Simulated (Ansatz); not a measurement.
A run of Ansatz 0.2.0:

input.yaml

```yaml
crystal:
  lattice:
    - [0.0, 2.115, 2.115]
    - [2.115, 0.0, 2.115]
    - [2.115, 2.115, 0.0]
  atoms:
    - { symbol: Nb, position: [0.0, 0.0, 0.0] }
kpoints:
  mp_grid: { grid: [11, 11, 11] }
  band_path:
    path:
      - [0.0, 0.0, 0.0]
      - [0.5, 0.0, 0.5]
      - [0.5, 0.25, 0.75]
      - [0.375, 0.375, 0.75]
      - [0.0, 0.0, 0.0]
      - [0.5, 0.5, 0.5]
      - [0.625, 0.25, 0.625]
      - [0.5, 0.25, 0.75]
    npoints: 10
scf:
  occupations: { method: fermi_dirac, width: 0.05 }
hamiltonian:
  xc: pbesol
  pseudopotentials: { kind: all_electron, datasets: crystal }
output:
  forces: true
  stress: true
  eigenvalues: true
  elf: true
  volumetric_format: npy
```

Potentials or basis: all-electron PAW datasets made for the crystal.

The run is started by

```bash
$ ansatz run input.yaml --threads 1 --pin off --max-ram 3072MiB --backend cpu --events-out ev --progress --plain --runs-dir out
```

Hardware: 1 thread of Arm Neoverse V2, with other jobs on the host.

Q: How long does it take, and how much memory?

A: It took 4 s on 1 thread of Arm Neoverse V2 (shared host), peak memory 0.28 GiB. Counts: scf iterations 7, plane waves 169, k points 56, bands 11.
